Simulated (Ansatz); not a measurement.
The system is InP.

```
In P
1.0
     0.00000    2.93050    2.93050
     2.93050    0.00000    2.93050
     2.93050    2.93050    0.00000
In P
1 1
Direct
  0.00000 0.00000 0.00000
  0.75000 0.75000 0.75000
```

- Program: Ansatz 0.2.0
- Task: relaxation of cell and atoms
- Functional: BLYP
- Dispersion: D4
- Potentials or basis: Ansatz PAW
- Cutoff: 420 eV (not typed: the program's choice for these potentials)
- k mesh: 8 × 8 × 8
- Occupations: fermi-dirac, width 0.05 eV
- Spin: no spin polarisation

At the start: volume 25.17 Å³/atom.

Question: How do energy, volume and symmetry change on relaxing?

Answer: It ends after 4 steps and the volume is 26.06 Å³/atom (+3.5 %); space group F-43m (No. 216, to 0.05 Å).

Step by step:
| step | energy change (eV) | largest force (eV/Å) | volume (Å³) |
| --- | --- | --- | --- |
| 1 | 0.0000 | 0.0000 | 50.33 |
| 2 | -0.0116 | 0.0000 | 52.27 |
| 3 | -0.0117 | 0.0000 | 52.11 |
| 4 | -0.0121 | 0.0000 | 52.11 |

Final structure:
```
CELL_PARAMETERS angstrom
0.00000 2.96462 2.96462
2.96462 0.00000 2.96462
2.96462 2.96462 0.00000
ATOMIC_POSITIONS crystal
In 0.00000 0.00000 0.00000
P 0.75000 0.75000 0.75000
```

Caveat: the plane-wave basis is chosen anew once the cell has moved, so the energies of steps on either side of that aren't comparable; the PAW data sets come from PBE, with cores solved anew for the run's functional, which leaves a small shift of forces and pressure.
